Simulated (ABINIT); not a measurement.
# Ge (I4_1/amd) in ABINIT: equation of state

Aim: energy against volume of Ge in PBE, for its equilibrium volume and stiffness.

Everything below comes from runs of ABINIT 10.8.3 (patched build). Logs are shortened: lines on timing, memory, paths and dates and some standing lists are left out, and cuts for length are marked. The log counts tension as positive stress, the text compression.

### Step 1. The crystal as given

Symmetry: I4_1/amd, No. 141, tetragonal system. Conventional cell: a = 5.149 Å, b = 5.149 Å, c = 2.795 Å, α = 90.00°, β = 90.00°, γ = 90.00°. Ge (site symmetry -4m2) has 6 Ge at 2.67 to 2.79 Å as nearest neighbours.

This isn't the form of Ge at room conditions, which is diamond.

### Step 2. Equation of state, PBE

run.abi reads:

```
# Datasets: one volume each
ndtset 7
getwfk -1
scalecart1 3*0.9795861087
scalecart2 3*0.9864848297
scalecart3 3*0.9932883884
scalecart4 3*1.0000000000
scalecart5 3*1.0066227096
scalecart6 3*1.0131594038
scalecart7 3*1.0196128224

# Pseudopotentials
pp_dirpath "./"
pseudos "Ge.GGA_PBE-JTH.xml"

# Structure
acell 3.8998406021 3.8998406021 3.8998406021 Angstrom
rprim
    -0.6601525502     0.6601525502     0.3583255794
     0.6601525502    -0.6601525502     0.3583255794
     0.6601525502     0.6601525502    -0.3583255794
ntypat 1
znucl 32
natom 2
typat 1 1
xred
     0.5000000000     0.5000000000     0.0000000000
     0.2500000000     0.7500000000     0.5000000000

# Plane-wave basis
ecut 598.650497 eV
pawecutdg 44.0
pawxcdev 0

# k points
kptopt 1
ngkpt 11 11 11
nshiftk 1
shiftk 0.0 0.0 0.0

# Exchange and correlation
ixc 11

# Bands and occupations
nband 18
occopt 3
tsmear 0.05 eV

# SCF cycle
nstep 100
tolvrs 1.0e-9

# Output
iomode 3
prtwf 1
prtden 0
prteig 0
prtebands 0
```

Potentials or basis: JTH PAW PBE v2.0.

On the command line:

```bash
$ abinit run.abi > log 2>&1
```

run.abo:

```text
.Version 10.8.3 of ABINIT
 DATASET    1 : space group I4_1/a m d (#141); Bravais tI (body-center tetrag.)
================================================================================
 Values of the parameters that define the memory need for DATASET  1.
     intxc =       0    ionmov =       0      iscf =      17    lmnmax =      18
     lnmax =       6     mgfft =      32  mpssoang =       3    mqgrid =    3001
     natom =       2  nloc_mem =       2    nspden =       1   nspinor =       1
    nsppol =       1      nsym =      16    n1xccc =       1    ntypat =       1
    occopt =       3   xclevel =       2
       mpw =        1192          nfft =       32768          nkpt =         126
 PAW method is used; the additional fine FFT grid is defined by:
   mgfftf=        45    nfftf =     91125
================================================================================
================================================================================
[... 71 lines left out ...]
 DATASET    7 : space group I4_1/a m d (#141); Bravais tI (body-center tetrag.)
================================================================================
 Values of the parameters that define the memory need for DATASET  7.
     intxc =       0    ionmov =       0      iscf =      17    lmnmax =      18
     lnmax =       6     mgfft =      32  mpssoang =       3    mqgrid =    3001
     natom =       2  nloc_mem =       2    nspden =       1   nspinor =       1
    nsppol =       1      nsym =      16    n1xccc =       1    ntypat =       1
    occopt =       3   xclevel =       2
       mpw =        1326          nfft =       32768          nkpt =         126
 PAW method is used; the additional fine FFT grid is defined by:
   mgfftf=        48    nfftf =    110592
================================================================================
================================================================================

--------------------------------------------------------------------------------
------------- Echo of variables that govern the present computation ------------
--------------------------------------------------------------------------------
 -outvars: echo values of preprocessed input variables --------
            acell      7.3696306727E+00  7.3696306727E+00  7.3696306727E+00 Bohr
              amu      7.26100000E+01
             ecut      2.20000000E+01 Hartree
           getwfk          -1
                       outvar_i_n : Printing only first  50 k-points.
              ixc          11
           jdtset        1    2    3    4    5    6    7
                       outvar_i_n : Printing only first  50 k-points.
         kptrlatt       11    0    0      0   11    0      0    0   11
          kptrlen1     5.69100326E+01
          kptrlen2     5.73108207E+01
          kptrlen3     5.77060802E+01
          kptrlen4     5.80959980E+01
          kptrlen5     5.84807509E+01
          kptrlen6     5.88605067E+01
          kptrlen7     5.92354245E+01
            natom           2
            nband          18
           ndtset           7
            ngfft          32      32      32
          ngfftdg1         45      45      45
          ngfftdg2         45      45      45
          ngfftdg3         45      45      45
          ngfftdg4         45      45      45
          ngfftdg5         48      48      48
          ngfftdg6         48      48      48
          ngfftdg7         48      48      48
             nkpt         126
            nstep         100
             nsym          16
           ntypat           1
                       prtocc : prtvol=0, do not print more k-points.
           occopt           3
        pawecutdg      4.40000000E+01 Hartree
         pawxcdev           0
           prtden           0
        prtebands           0
           prteig           0
            rprim1    -6.4667626780E-01  6.4667626780E-01  3.5101075997E-01
                       6.4667626780E-01 -6.4667626780E-01  3.5101075997E-01
                       6.4667626780E-01  6.4667626780E-01 -3.5101075997E-01
            rprim2    -6.5123047606E-01  6.5123047606E-01  3.5348274817E-01
                       6.5123047606E-01 -6.5123047606E-01  3.5348274817E-01
                       6.5123047606E-01  6.5123047606E-01 -3.5348274817E-01
            rprim3    -6.5572186269E-01  6.5572186269E-01  3.5592063728E-01
                       6.5572186269E-01 -6.5572186269E-01  3.5592063728E-01
                       6.5572186269E-01  6.5572186269E-01 -3.5592063728E-01
            rprim4    -6.6015255020E-01  6.6015255020E-01  3.5832557940E-01
                       6.6015255020E-01 -6.6015255020E-01  3.5832557940E-01
                       6.6015255020E-01  6.6015255020E-01 -3.5832557940E-01
            rprim5    -6.6452454883E-01  6.6452454883E-01  3.6069866565E-01
                       6.6452454883E-01 -6.6452454883E-01  3.6069866565E-01
                       6.6452454883E-01  6.6452454883E-01 -3.6069866565E-01
            rprim6    -6.6883976418E-01  6.6883976418E-01  3.6304093039E-01
                       6.6883976418E-01 -6.6883976418E-01  3.6304093039E-01
                       6.6883976418E-01  6.6883976418E-01 -3.6304093039E-01
            rprim7    -6.7310000492E-01  6.7310000492E-01  3.6535335535E-01
                       6.7310000492E-01 -6.7310000492E-01  3.6535335535E-01
                       6.7310000492E-01  6.7310000492E-01 -3.6535335535E-01
          spgroup         141
           tolvrs      1.00000000E-09
           tsmear      1.83746611E-03 Hartree
            typat      1  1
           useylm           1
                       outvars : Printing only first  50 k-points.
           xangst1     4.7557870561E-19  4.7557870561E-19  1.3688860135E+00
                       2.5219343656E+00  2.3500188930E-16  6.8444300676E-01
           xangst2     1.6013120395E-17  1.6013120395E-17  1.3785263735E+00
                       2.5396950519E+00 -1.8804098639E-16  6.8926318673E-01
           xangst3    -4.8406151323E-17  1.3769020262E-16  1.3880337524E+00
                       2.5572107438E+00 -2.3500188930E-16  6.9401687620E-01
           xangst4    -8.5082413722E-17  9.9095588627E-17  1.3974126433E+00
                       2.5744897188E+00  9.2089001175E-17  6.9870632166E-01
           xangst5    -8.4148964944E-18 -8.4148964944E-18  1.4066673014E+00
                       2.5915398166E+00 -1.8228506124E-16  7.0333365072E-01
           xangst6     1.6368501652E-17  1.6368501652E-17  1.4158017606E+00
                       2.6083684686E+00  5.4585183758E-17  7.0790088028E-01
           xangst7    -8.8350084611E-17  2.4509389666E-17  1.4248198493E+00
                       2.6249827285E+00  2.3500188930E-16  7.1240992465E-01
            xcart1     8.9871350492E-19  8.9871350492E-19  2.5868196631E+00
                       4.7657652585E+00  4.4408920985E-16  1.2934098316E+00
            xcart2     3.0260411968E-17  3.0260411968E-17  2.6050373032E+00
                       4.7993280913E+00 -3.5534596473E-16  1.3025186516E+00
            xcart3    -9.1474368811E-17  2.6019677318E-16  2.6230036456E+00
                       4.8324279520E+00 -4.4408920985E-16  1.3115018228E+00
            xcart4    -1.6078246007E-16  1.8726352279E-16  2.6407271807E+00
                       4.8650804826E+00  1.7402299143E-16  1.3203635904E+00
            xcart5    -1.5901849752E-17 -1.5901849752E-17  2.6582159500E+00
                       4.8973004978E+00 -3.4446884258E-16  1.3291079750E+00
            xcart6     3.0931985213E-17  3.0931985213E-17  2.6754775760E+00
                       4.9291020412E+00  1.0315104783E-16  1.3377387880E+00
            xcart7    -1.6695746312E-16  4.6316033982E-17  2.6925192939E+00
                       4.9604984421E+00  4.4408920985E-16  1.3462596470E+00
             xred      5.0000000000E-01  5.0000000000E-01  1.8857695589E-19
                       2.5000000000E-01  7.5000000000E-01  5.0000000000E-01
            znucl       32.00000

================================================================================

 chkinp: Checking input parameters for consistency, jdtset=   1.

 chkinp: Checking input parameters for consistency, jdtset=   2.

 chkinp: Checking input parameters for consistency, jdtset=   3.

 chkinp: Checking input parameters for consistency, jdtset=   4.
[... 31 lines left out ...]
 getcut: wavevector=  0.0000  0.0000  0.0000  ngfft=  32  32  32
         ecut(hartree)=     22.000   => boxcut(ratio)=   2.09946

 Fine grid specifications (used for densities):

 getcut: wavevector=  0.0000  0.0000  0.0000  ngfft=  45  45  45
         ecut(hartree)=     44.000   => boxcut(ratio)=   2.04172

--- Pseudopotential description ------------------------------------------------
- pspini: atom type   1  psp file is ./Ge.GGA_PBE-JTH.xml
 Pseudopotential format is: paw10
 basis_size (lnmax)=  6 (lmn_size= 18), orbitals=   0   0   1   1   2   2
 Spheres core radius: rc_sph= 2.30476891
 Shapefunction is SIN type: shapef(r)=[sin(pi*r/rshp)/(pi*r/rshp)]**2
 Radius for shape functions =  1.99988291
 Compensation charge density is not taken into account in XC energy/potential

   1.13473484E+03                                ecore*ucvol(ha*bohr**3)
--------------------------------------------------------------------------------

[... 7 lines left out ...]

     iter   Etot(hartree)      deltaE(h)  residm     nres2
 ETOT  1  -190.12086166308    -1.901E+02 6.112E+00 2.864E+00
 ETOT  2  -191.13988034047    -1.019E+00 7.240E-01 4.128E-01
 ETOT  3  -191.13900278600     8.776E-04 2.312E-01 1.007E-01
 ETOT  4  -191.13887035387     1.324E-04 1.026E-01 2.357E-02
 ETOT  5  -191.13878542615     8.493E-05 9.718E-03 7.830E-04
 ETOT  6  -191.13879201010    -6.584E-06 2.511E-02 2.735E-04
 ETOT  7  -191.13879258018    -5.701E-07 8.700E-03 3.053E-05
 ETOT  8  -191.13879260346    -2.328E-08 6.600E-03 1.696E-05
 ETOT  9  -191.13879256613     3.733E-08 6.383E-03 2.214E-06
 ETOT 10  -191.13879256754    -1.410E-09 1.605E-03 4.866E-07
 ETOT 11  -191.13879256734     1.982E-10 3.287E-03 4.133E-07
[... 1244 lines left out ...]
 Cartesian components of stress tensor (hartree/bohr^3)
  sigma(1 1)=  4.79496353E-05  sigma(3 2)=  0.00000000E+00
  sigma(2 2)=  4.79496353E-05  sigma(3 1)=  0.00000000E+00
  sigma(3 3)=  5.99232744E-05  sigma(2 1)=  0.00000000E+00

-Cartesian components of stress tensor (GPa)         [Pressure= -1.5282E+00 GPa]
- sigma(1 1)=  1.41072698E+00  sigma(3 2)=  0.00000000E+00
- sigma(2 2)=  1.41072698E+00  sigma(3 1)=  0.00000000E+00
- sigma(3 3)=  1.76300360E+00  sigma(2 1)=  0.00000000E+00

== END DATASET(S) ==============================================================
================================================================================

 -outvars: echo values of variables after computation  --------
            acell      7.3696306727E+00  7.3696306727E+00  7.3696306727E+00 Bohr
           etotal1    -1.9113879257E+02
           etotal2    -1.9114020025E+02
           etotal3    -1.9114125315E+02
           etotal4    -1.9114199605E+02
           etotal5    -1.9114245330E+02
           etotal6    -1.9114265864E+02
           etotal7    -1.9114263166E+02
            fcart1     4.5519814169E-31  6.0003391404E-31 -4.9555018823E-31
                      -4.5519814169E-31 -6.0003391404E-31  4.9555018823E-31
            fcart2     4.6023328528E-30  5.5885470355E-30 -6.0564269407E-31
                      -4.6023328528E-30 -5.5885470355E-30  6.0564269407E-31
            fcart3     0.0000000000E+00  2.6118908774E-30  8.4003792660E-47
                       0.0000000000E+00 -2.6118908774E-30 -8.4003792660E-47
            fcart4    -9.5261688573E-31 -2.1281866596E-30  3.8834726444E-30
                       9.5261688573E-31  2.1281866596E-30 -3.8834726444E-30
            fcart5    -3.2216152779E-31  8.0540381949E-31  8.9028986365E-31
                       3.2216152779E-31 -8.0540381949E-31 -8.9028986365E-31
            fcart6     1.6004150424E-30  1.4403735382E-30  8.8454589822E-31
                      -1.6004150424E-30 -1.4403735382E-30 -8.8454589822E-31
            fcart7    -9.5417133714E-31 -9.5417133714E-31 -1.7578947129E-30
                       9.5417133714E-31  9.5417133714E-31  1.7578947129E-30
            rprim1    -6.4667626780E-01  6.4667626780E-01  3.5101075997E-01
[... 30 lines left out ...]
           strten6     4.6498497434E-06  4.6498497434E-06  1.6246646426E-05
                       0.0000000000E+00  0.0000000000E+00  0.0000000000E+00
           strten7     4.7949635342E-05  4.7949635342E-05  5.9923274414E-05
                       0.0000000000E+00  0.0000000000E+00  0.0000000000E+00
           xangst1     4.7557870561E-19  4.7557870561E-19  1.3688860135E+00
                       2.5219343656E+00  2.3500188930E-16  6.8444300676E-01
           xangst2     1.6013120395E-17  1.6013120395E-17  1.3785263735E+00
                       2.5396950519E+00 -1.8804098639E-16  6.8926318673E-01
           xangst3    -4.8406151323E-17  1.3769020262E-16  1.3880337524E+00
                       2.5572107438E+00 -2.3500188930E-16  6.9401687620E-01
           xangst4    -8.5082413722E-17  9.9095588627E-17  1.3974126433E+00
                       2.5744897188E+00  9.2089001175E-17  6.9870632166E-01
           xangst5    -8.4148964944E-18 -8.4148964944E-18  1.4066673014E+00
                       2.5915398166E+00 -1.8228506124E-16  7.0333365072E-01
           xangst6     1.6368501652E-17  1.6368501652E-17  1.4158017606E+00
                       2.6083684686E+00  5.4585183758E-17  7.0790088028E-01
           xangst7    -8.8350084611E-17  2.4509389666E-17  1.4248198493E+00
                       2.6249827285E+00  2.3500188930E-16  7.1240992465E-01
             xred      5.0000000000E-01  5.0000000000E-01  1.8857695589E-19
                       2.5000000000E-01  7.5000000000E-01  5.0000000000E-01
 Calculation completed.
```

Wall time 13 min (1 thread of Intel Xeon Platinum 8259CL at 2.50GHz (Skylake/Cascade Lake), shared host); peak memory 0.24 GiB.

What came out:

| Item | Value |
| --- | --- |
| Equilibrium volume | 19.41 Å³/atom |
| Bulk modulus at fixed shape and positions | 68 GPa |
| Pressure derivative of the bulk modulus | 4.5 |

Energy against volume, from the lowest point:
```csv
volume (Å³/atom),energy (meV/atom)
17.413,52.60
17.783,33.45
18.154,19.12
18.524,9.02
18.895,2.79
19.265,0.00
19.636,0.37
```

Caveat: pressures at fixed basis lie under the slope of the energies; the cell was scaled at fixed shape and fractional positions, which overstates the stiffness of a crystal with free parameters, most of all of layers and chains.
